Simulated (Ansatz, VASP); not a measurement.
# One calculation of SbPt, two programs

```
Sb Pt
1.0
     3.97357    0.00000    0.00000
    -1.98679    3.44122    0.00000
     0.00000    0.00000    5.30179
Sb Pt
2 2
Direct
  0.33333 0.66667 0.25000
  0.66667 0.33333 0.75000
  0.00000 0.00000 0.00000
  0.00000 0.00000 0.50000
```

Alike in both runs: functional PBEsol; k mesh 12 × 12 × 8; occupations gaussian, width 0.1 eV; no spin polarisation.

Ansatz relaxed the structure, and its values are those at the end. VASP's run is a single point on that final structure, the one shown.

|  | VASP | Ansatz |
| --- | --- | --- |
| version | VASP 6.6.1 | Ansatz 0.2.0 |
| potentials or method | VASP PAW PBE potentials, release 64 (Sb, Pt) | scalar-relativistic, plane waves, PAW |
| plane-wave cutoff (eV) | 520 | 420 |
| valence electrons in the cell | 30 | 66 |

|  | VASP | Ansatz | Ansatz less VASP |
| --- | --- | --- | --- |
| gap on the k mesh at the Fermi level (eV) | none | none | - |
| pressure (GPa) | 24.7 | 24.9 | +0.14 |

A gap of «none» marks a metal or a gap that the smearing closes. The two sets of potentials don't hold the same shells in valence.

Caveats: so large a pressure means that the cell lies far from this level's equilibrium, or that cutoff or potentials fall short (VASP); the potentials were made for another functional, which shifts forces and pressure (VASP). Spin-orbit coupling is left out, which matters for the levels of Pt, Sb.
